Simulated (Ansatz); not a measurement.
Born–Oppenheimer molecular dynamics of a periodic cell of 12 atoms, WS2 (start crystal WS2, start structure R3m, volume 1.15 times the crystal's). It goes on from the last frame of an earlier run, with new velocities.

Theory: Ansatz 0.2.0, DFT LDA, scalar-relativistic, plane waves, PAW. Settings: PAW set soft_1, cutoff 420 eV, k mesh 2x2x2, fermi-dirac smearing 0.3 eV, no spin polarisation.

```yaml
ensemble: NVT, Langevin thermostat
time_step: 2 fs
steps_asked: 280
set_temperature: 2100 K
friction: 0.01 /fs
seed: 554516
```

Frames 40 fs apart, positions in Å, forces in eV/Å.

Velocities at 60.0 fs (Å/ps):

```
W 3.46 -6.34 1.93
S 5.03 11.47 -7.77
S -1.39 1.65 7.31
W 1.60 -2.15 -0.80
S -17.18 -10.86 -0.59
S -10.60 5.53 -12.03
W -0.55 7.50 3.25
S -2.02 3.63 15.57
S 12.47 2.57 3.03
W -0.69 3.80 -0.07
S -5.92 -3.37 -1.79
S 3.99 -9.98 -5.48
```

```xyz
12
Lattice="-3.3086 -1.9102 6.4573 3.3086 -1.9102 6.4573 0.0000 3.8204 6.4573" Properties=species:S:1:pos:R:3:forces:R:3 time_fs=60.0 energy_less_start_eV=-1.752 T=2611
W -0.068 0.220 -0.088 0.33 -0.56 1.45
S 0.033 0.115 4.713 -0.41 0.71 1.76
S -0.321 -0.245 7.960 1.29 2.16 0.11
W 0.028 -1.729 6.183 0.05 1.00 1.27
S -0.106 -1.710 11.361 -0.19 -0.62 1.60
S -0.262 -1.736 14.893 1.93 -1.34 -0.48
W -1.707 0.911 6.361 0.40 0.46 -0.29
S -1.326 0.817 11.534 -3.77 -1.44 -1.46
S -1.667 1.260 14.337 -0.81 -1.04 -0.14
W 1.640 0.786 6.921 -2.00 2.10 -4.84
S 1.799 1.113 11.287 -0.04 -0.92 0.12
S 1.201 0.956 14.219 3.23 -0.51 0.89
12
Lattice="-3.3086 -1.9102 6.4573 3.3086 -1.9102 6.4573 0.0000 3.8204 6.4573" Properties=species:S:1:pos:R:3:forces:R:3 time_fs=100.0 energy_less_start_eV=-4.325 T=3641
W 0.008 0.112 0.025 -0.11 -0.46 0.19
S -0.124 0.319 4.967 0.43 -1.38 0.29
S -0.052 0.036 8.103 -0.97 -0.26 -0.99
W 0.148 -1.743 6.260 -2.64 -0.36 3.03
S -0.385 -1.922 11.601 1.54 1.96 -1.44
S 0.144 -1.849 14.532 -1.25 0.51 -0.28
W -1.810 1.142 6.385 0.72 -1.32 1.09
S -1.977 0.733 11.567 2.62 1.69 -1.73
S -1.513 1.229 14.386 0.32 -0.60 -0.08
W 1.524 1.000 6.744 1.19 0.28 -0.62
S 1.600 1.044 11.273 0.62 0.04 -0.26
S 1.853 1.056 14.335 -2.47 -0.10 0.81
12
Lattice="-3.3086 -1.9102 6.4573 3.3086 -1.9102 6.4573 0.0000 3.8204 6.4573" Properties=species:S:1:pos:R:3:forces:R:3 time_fs=140.0 energy_less_start_eV=-3.930 T=3015
W 0.104 0.089 0.117 -0.51 1.63 -1.90
S -0.065 0.223 5.090 -0.38 0.35 -1.42
S -0.020 0.062 8.005 -0.31 3.15 1.35
W 0.176 -1.587 6.560 -2.66 -3.63 -2.16
S -0.145 -1.634 11.392 0.34 -0.87 0.62
S 0.276 -1.879 14.459 -2.35 0.75 0.76
W -1.839 1.140 6.411 2.90 1.57 0.76
S -1.788 1.249 11.101 0.84 -0.65 3.04
S -1.587 1.032 14.428 0.82 0.72 0.05
W 1.565 1.146 6.493 1.27 -0.23 -0.36
S 1.763 1.282 11.492 -0.65 -0.92 0.13
S 1.663 1.440 14.639 0.68 -1.88 -0.86
12
Lattice="-3.3086 -1.9102 6.4573 3.3086 -1.9102 6.4573 0.0000 3.8204 6.4573" Properties=species:S:1:pos:R:3:forces:R:3 time_fs=180.0 energy_less_start_eV=-2.737 T=2191
W 0.203 0.147 0.100 -0.54 1.45 0.90
S -0.210 0.173 4.926 2.30 1.15 0.75
S -0.375 0.476 8.044 4.05 -1.89 1.50
W 0.156 -1.514 6.709 -0.36 -0.39 0.11
S 0.341 -1.595 11.246 -2.95 -0.93 0.88
S -0.191 -1.638 14.392 0.52 -1.34 -0.90
W -1.723 1.223 6.523 -1.33 0.38 -1.85
S -1.323 1.532 11.618 -1.29 -2.55 -1.67
S -1.309 0.948 14.456 -2.37 0.78 -0.36
W 1.723 1.153 6.222 -0.08 0.86 1.36
S 1.740 1.308 11.691 0.29 0.10 -1.03
S 1.391 0.890 14.684 1.78 2.38 0.29
12
Lattice="-3.3086 -1.9102 6.4573 3.3086 -1.9102 6.4573 0.0000 3.8204 6.4573" Properties=species:S:1:pos:R:3:forces:R:3 time_fs=220.0 energy_less_start_eV=-4.385 T=2826
W 0.213 0.265 0.087 -1.38 -3.15 1.15
S 0.045 0.208 5.053 -1.80 0.52 -1.76
S 0.415 0.414 8.004 -2.45 0.33 0.27
W 0.175 -1.449 6.640 -0.25 -4.08 0.17
S 0.073 -1.931 11.426 1.10 2.11 -1.53
S -0.136 -1.706 14.276 1.67 1.16 1.81
W -1.653 1.275 6.577 1.43 -0.79 -0.11
S -1.472 1.078 11.475 0.38 3.19 -1.33
S -1.445 1.190 14.543 -0.06 0.39 -1.37
W 1.737 1.140 6.201 1.38 0.29 4.10
S 1.803 1.277 11.540 -0.50 -0.22 0.79
S 1.731 1.194 14.716 0.49 0.25 -2.18
12
Lattice="-3.3086 -1.9102 6.4573 3.3086 -1.9102 6.4573 0.0000 3.8204 6.4573" Properties=species:S:1:pos:R:3:forces:R:3 time_fs=260.0 energy_less_start_eV=-3.737 T=1458
W 0.208 0.141 0.044 -0.67 4.69 -1.18
S -0.006 0.169 4.823 0.50 0.78 0.93
S 0.326 0.230 7.884 -1.60 1.55 1.08
W 0.160 -1.562 6.480 -0.96 -0.55 -1.66
S 0.072 -1.691 11.329 0.92 -0.61 1.29
S 0.205 -1.279 14.539 -1.24 -1.92 -0.85
W -1.546 1.219 6.518 1.21 -0.82 0.20
S -1.594 1.265 11.170 0.47 -0.88 2.07
S -1.466 1.473 14.348 0.51 -2.80 1.59
W 1.740 1.119 6.288 0.85 2.82 0.25
S 1.816 1.193 11.748 -0.44 -0.13 -3.95
S 1.784 1.606 14.559 0.43 -2.13 0.23
12
Lattice="-3.3086 -1.9102 6.4573 3.3086 -1.9102 6.4573 0.0000 3.8204 6.4573" Properties=species:S:1:pos:R:3:forces:R:3 time_fs=300.0 energy_less_start_eV=-4.470 T=2630
W 0.121 0.378 -0.048 -0.89 -1.29 1.31
S 0.119 0.126 4.840 -0.24 0.45 0.82
S -0.083 0.516 8.036 1.80 -2.24 -0.51
W 0.004 -1.768 6.342 3.28 1.81 2.77
S 0.201 -1.478 11.442 -1.13 -1.02 -1.36
S 0.025 -1.514 14.327 0.87 -0.58 0.28
W -1.468 1.240 6.407 -1.16 1.84 -0.62
S -1.617 1.197 11.597 -0.98 0.50 -4.49
S -1.466 0.998 14.507 -0.73 2.09 -0.75
W 1.688 1.263 6.379 -0.06 -2.49 1.79
S 1.950 1.170 11.096 -0.86 0.52 2.71
S 1.741 1.247 14.425 0.10 0.42 -1.95
12
Lattice="-3.3086 -1.9102 6.4573 3.3086 -1.9102 6.4573 0.0000 3.8204 6.4573" Properties=species:S:1:pos:R:3:forces:R:3 time_fs=340.0 energy_less_start_eV=-5.147 T=2340
W -0.012 0.470 -0.132 1.99 -0.65 0.21
S 0.087 0.107 5.069 0.00 -0.70 -2.82
S 0.128 0.062 7.945 -0.52 0.50 -1.06
W 0.034 -1.895 6.345 -0.59 2.21 0.25
S 0.221 -1.538 11.131 -0.92 0.40 1.59
S -0.012 -1.462 14.342 0.92 -0.17 -1.03
W -1.455 1.327 6.271 -1.71 -2.34 1.49
S -1.741 1.235 11.178 0.57 -0.41 1.68
S -1.795 1.325 14.357 0.66 -0.92 -1.22
W 1.635 1.172 6.350 1.42 1.89 0.43
S 1.915 1.296 11.313 -1.80 -0.33 -1.62
S 1.776 1.200 14.172 -0.02 0.53 2.13
12
Lattice="-3.3086 -1.9102 6.4573 3.3086 -1.9102 6.4573 0.0000 3.8204 6.4573" Properties=species:S:1:pos:R:3:forces:R:3 time_fs=380.0 energy_less_start_eV=-4.127 T=2020
W -0.022 0.324 -0.241 -1.03 1.22 -0.77
S 0.130 -0.014 4.843 -0.36 1.13 0.87
S -0.047 -0.045 7.763 0.71 2.46 0.43
W 0.083 -1.947 6.451 -0.34 2.39 -2.26
S 0.166 -1.393 11.148 -0.82 -1.45 0.86
S 0.216 -1.305 14.155 -0.68 -2.14 0.66
W -1.520 1.363 6.180 0.87 -0.26 0.25
S -1.659 1.067 11.301 -0.36 0.79 -0.36
S -1.805 1.398 14.149 0.07 -2.25 2.21
W 1.711 1.188 6.360 -0.93 -0.17 -0.90
S 1.433 1.432 11.060 2.56 -1.59 1.20
S 1.795 1.220 14.473 0.33 -0.13 -2.18
12
Lattice="-3.3086 -1.9102 6.4573 3.3086 -1.9102 6.4573 0.0000 3.8204 6.4573" Properties=species:S:1:pos:R:3:forces:R:3 time_fs=420.0 energy_less_start_eV=-5.011 T=1947
W 0.023 0.257 -0.212 1.80 -1.61 -2.29
S 0.214 0.268 4.694 -0.88 -0.39 1.27
S -0.007 0.362 7.733 0.67 -0.79 -0.60
W 0.100 -1.851 6.375 -0.38 2.68 -1.89
S 0.038 -1.677 11.258 0.10 0.84 -0.74
S 0.261 -1.815 14.113 -0.86 2.72 1.23
W -1.548 1.423 6.126 0.46 -4.91 2.15
S -1.623 1.174 11.152 0.35 0.71 1.10
S -1.627 1.189 14.361 0.38 0.13 -1.19
W 1.728 1.322 6.264 0.36 -1.78 0.49
S 1.635 1.076 11.077 0.17 3.11 -0.82
S 1.927 1.249 14.200 -2.17 -0.70 1.27
12
Lattice="-3.3086 -1.9102 6.4573 3.3086 -1.9102 6.4573 0.0000 3.8204 6.4573" Properties=species:S:1:pos:R:3:forces:R:3 time_fs=460.0 energy_less_start_eV=-5.322 T=1541
W 0.148 0.154 -0.266 0.33 3.49 1.88
S 0.107 0.494 4.865 0.26 -1.03 -1.40
S 0.157 0.542 7.872 -0.38 -1.00 -1.61
W 0.134 -1.583 6.219 -0.17 2.02 1.14
S -0.008 -1.490 11.175 1.70 -0.74 0.50
S 0.115 -1.674 14.273 0.34 0.27 -1.94
W -1.510 1.374 6.232 -1.75 0.57 1.17
S -1.394 1.381 11.135 -0.87 -0.69 -0.16
S -1.546 1.179 14.229 0.48 1.58 0.07
W 1.796 1.407 6.221 0.09 -1.48 1.00
S 1.883 1.605 11.071 -1.52 -2.38 0.11
S 1.603 1.339 14.246 1.48 -0.60 -0.75
12
Lattice="-3.3086 -1.9102 6.4573 3.3086 -1.9102 6.4573 0.0000 3.8204 6.4573" Properties=species:S:1:pos:R:3:forces:R:3 time_fs=500.0 energy_less_start_eV=-4.888 T=1612
W 0.163 0.357 -0.317 -1.14 -0.61 1.36
S 0.160 0.501 4.617 0.28 -0.08 1.70
S 0.339 0.320 7.737 -1.75 1.52 2.17
W 0.157 -1.323 6.235 1.10 -3.54 -1.20
S 0.250 -1.396 11.197 -1.45 -0.93 -0.48
S 0.158 -1.682 13.973 0.00 0.82 3.79
W -1.499 1.304 6.299 2.16 -0.46 -0.99
S -1.533 1.403 11.306 1.50 -0.77 -1.06
S -1.278 1.526 14.353 -1.42 -0.85 -1.27
W 1.809 1.363 6.383 0.97 1.60 -3.33
S 1.742 1.233 11.245 0.07 1.27 -0.08
S 1.903 1.110 14.303 -0.31 2.03 -0.61
```

Of the whole run (560 fs, mean temperature of the second half 1865 K): The mean temperature of the second half is 11 % below the set value. A run of 0.56 ps of so small a system gives no equilibrium averages. Limits of this set-up: coarse k mesh, PAW files made for another functional.

Run time: 28 min on 1 thread of Arm Neoverse V1, with other jobs on the host, peak memory 0.54 GiB.
